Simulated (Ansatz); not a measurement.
# WSe2: the cost of one run

Computed with Ansatz 0.2.0 (plane waves, PAW, unless a step's input says otherwise).

1 further run of the same task is left out (it didn't finish). Runs told in other sessions of the task aren't counted.

**1. The system as given**

It takes space group Fm-3m (No. 225, cubic). The conventional cell has a = 6.185 Å, b = 6.185 Å, c = 6.185 Å, α = 90.00°, β = 90.00°, γ = 90.00°. W (site symmetry m-3m) has 8 Se at 2.68 Å in its first shell of neighbours. Se (site symmetry -43m) is surrounded by 4 W at 2.68 Å.

As a file:

```cif
data_structure
_symmetry_space_group_name_H-M 'Fm-3m'
_symmetry_Int_Tables_number 225
_cell_length_a 6.1850
_cell_length_b 6.1850
_cell_length_c 6.1850
_cell_angle_alpha 90.000
_cell_angle_beta 90.000
_cell_angle_gamma 90.000
_cell_volume 236.60
loop_
_atom_site_label
_atom_site_type_symbol
_atom_site_symmetry_multiplicity
_atom_site_Wyckoff_symbol
_atom_site_fract_x
_atom_site_fract_y
_atom_site_fract_z
_atom_site_occupancy
W1 W 4 a 0.00000 0.00000 0.00000 1
Se1 Se 8 c 0.25000 0.75000 0.75000 1
```

The cell was relaxed beforehand with r2SCAN; those runs aren't shown. No spin polarisation is used; should the compound be magnetic, its bands and low-energy spectrum would differ. No run includes spin-orbit coupling, which matters for W.

**2. PBE, anion s p, 6×6×6**

input.yaml reads:

```yaml
crystal:
  lattice:
    - [0.0, 3.0924832564, 3.0924832564]
    - [3.0924832564, 0.0, 3.0924832564]
    - [3.0924832564, 3.0924832564, 0.0]
  atoms:
    - { symbol: W, position: [0.0, 0.0, 0.0] }
    - { symbol: Se, position: [0.25, 0.25, 0.25] }
    - { symbol: Se, position: [0.75, 0.75, 0.75] }
kpoints:
  mp_grid: { grid: [6, 6, 6] }
  band_path:
    path:
      - [[0.0, 0.0, 0.0], [0.5, 0.0, 0.5], [0.625, 0.25, 0.625]]
      - [[0.375, 0.375, 0.75], [0.0, 0.0, 0.0], [0.5, 0.5, 0.5], [0.5, 0.25, 0.75], [0.5, 0.0, 0.5]]
    npoints: 10
hamiltonian:
  xc: pbe
scf:
  occupations: { method: fermi_dirac, width: 0.02 }
  n_extra_bands: 6
output:
  forces: false
  stress: false
  eigenvalues: true
  wannier:
    kmesh: [6, 6, 6]
    projections: [{ species: Se, l: s, shell: 4 }, { species: Se, l: p, shell: 4 }]
    minimise: true
    write_hr: true
    conv_tol: 1.0e-08
    max_iter: 3000
```

Started as:

```console
ansatz run input.yaml --threads 4 --pin off --max-ram 3686MiB --backend cpu --events-out ev --progress --plain --runs-dir out
```

Q: Estimate wall time and peak memory on 4 threads of Arm Neoverse V1, shared host.

About 3.9 s, with a peak of 0.45 GiB.
